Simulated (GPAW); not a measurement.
Crystal: Hf.

```xyz
1
Lattice="0.0000 2.2200 2.2200 2.2200 0.0000 2.2200 2.2200 2.2200 0.0000" Properties=species:S:1:pos:R:3 pbc="T T T"
Hf    0.0000    0.0000    0.0000
```

This isn't the form of Hf at room conditions, which is hcp.

* Program: GPAW 26.7.0
* Task: relaxation of cell and atoms
* Functional: LDA
* Potentials or basis: the program's PAW data sets (release 1.2.1) made for this functional
* Cutoff: 600 eV
* Basis: pw
* k mesh: 10 × 10 × 10
* Occupations: fermi-dirac, width 0.05 eV
* Spin: no spin polarisation

At the start: pressure -5.4 GPa; volume 21.88 Å³/atom.

Task: Where does the relaxation end?

Result: Over 3 steps the energy falls by 18.1 meV/atom and the volume is 20.83 Å³/atom (-4.8 %); space group Fm-3m (No. 225, to 0.05 Å).

Step by step:
```csv
step,energy change (eV),largest force (eV/Å),pressure (GPa),volume (Å³)
1,0.0000,0.0000,-5.39,21.88
2,-0.0160,0.0000,-2.00,21.20
3,-0.0181,0.0000,0.08,20.83
```

Final structure:
```xyz
1
Lattice="0.0000 2.1839 2.1839 2.1839 0.0000 2.1839 2.1839 2.1839 0.0000" Properties=species:S:1:pos:R:3 pbc="T T T"
Hf    0.0000    0.0000    0.0000
```

Caveat: later steps reuse the first step's grids.
